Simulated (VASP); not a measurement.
The system is LiCl.

```
Li Cl
1.0
    -2.74774    0.01740   -2.88010
    -2.74844   -2.73292    0.01810
    -5.43080    2.64874    2.79802
Li Cl
2 2
Direct
  0.84814 0.87462 0.37280
  0.36799 0.39304 0.87516
  0.26965 0.24152 0.24596
  0.76421 0.74083 0.75608
```

The cell was built by a generator and needn't be a form met in nature.

The cell isn't the ideal one: cell x2, atoms moved at random (sigma 0.05 Å) and cell strained at random (1.5 %), then relaxed without symmetry.

| Item | Value |
| --- | --- |
| Program | VASP 6.6.1 |
| Task | relaxation of cell and atoms |
| Functional | PBE |
| Potentials or basis | VASP PAW PBE potentials, release 64 (Li_sv, Cl) |
| Cutoff | 600 eV |
| k mesh | 6 × 6 × 6 |
| Occupations | gaussian, width 0.1 eV |
| Spin | no spin polarisation |

At the start: pressure -0.2 GPa; volume 21.25 Å³/atom.

Task: Where does the relaxation end?

Result: Over 11 steps the energy falls by 12.2 meV/atom and the volume is 20.90 Å³/atom (-1.6 %); space group Cc (No. 9, to 0.05 Å).

Step by step:
```
step  energy change (eV)  largest force (eV/Å)  pressure (GPa)  volume (Å³)
   1              0.0000                0.3663           -0.18        84.99
   2             -0.0193                0.2632           -0.21        84.70
   3             -0.0360                0.0896           -0.03        83.79
   4             -0.0375                0.0824           -0.11        84.00
   5             -0.0418                0.0657           -0.03        83.67
   6             -0.0462                0.0546            0.24        82.83
   7             -0.0479                0.0408            0.03        83.50
   8             -0.0482                0.0413           -0.08        83.90
   9             -0.0487                0.0254           -0.03        83.76
  10             -0.0489                0.0289            0.05        83.49
  11             -0.0490                0.0199            0.01        83.59
```

Final structure:
```xyz
4
Lattice="-2.7515 0.0013 -2.7663 -2.7501 -2.7492 0.0006 -5.4964 2.7456 2.7621" Properties=species:S:1:pos:R:3 pbc="T T T"
Li   -6.8556   -1.3634   -1.3765
Li   -6.8935    1.3628    1.3713
Cl   -2.7287    0.0091    0.0059
Cl   -8.2675   -0.0137   -0.0086
```

Caveat: the cutoff is under 1.25 times the usual one of these potentials, so pressure, stress and relaxed cells hold a basis-set (Pulay) error.
